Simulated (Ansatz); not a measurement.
# Si, one structure, two calculations

Cell: an entry of the Crystallography Open Database (COD) whose atoms were relaxed with PBE, the cell held.

```cif
data_Si
_symmetry_space_group_name_H-M 'Ia-3'
_symmetry_Int_Tables_number 206
_cell_length_a 6.6360
_cell_length_b 6.6360
_cell_length_c 6.6360
_cell_angle_alpha 90.000
_cell_angle_beta 90.000
_cell_angle_gamma 90.000
loop_
_atom_site_label
_atom_site_type_symbol
_atom_site_symmetry_multiplicity
_atom_site_Wyckoff_symbol
_atom_site_fract_x
_atom_site_fract_y
_atom_site_fract_z
Si Si 16 c 0.1017 0.1017 0.1017
```

One atom of each set is listed; the run and its k-mesh use a cell of 8 atoms with edges of 5.75, 5.75, 5.75 Å.

First run. Method: Kohn–Sham DFT in Ansatz, PBE, plane waves and PAW, scalar-relativistic, 420 eV cutoff, Γ-centred 10×10×10 k-points, Fermi–Dirac smearing 0.05 eV.

| site | V_zz (10²¹ V/m²) | η |
| --- | --- | --- |
| Si | -1.06 | 0.00 |

Second run. The same atoms and settings, except that the functional is LDA.

(1) Given the first result, estimate the second.

## Answers

(1) 

```csv
site,V_zz,η,change of V_zz
Si,-1.08,0.00,-0.02
```

No V_zz moves by more than 0.02.

The run finds no gap above 0.1 eV (a metal, or nearly one), so the gradients can move by 10 % or more with the k-mesh. Semilocal functionals make gaps too small and can close them, so the real compound need not be a metal.
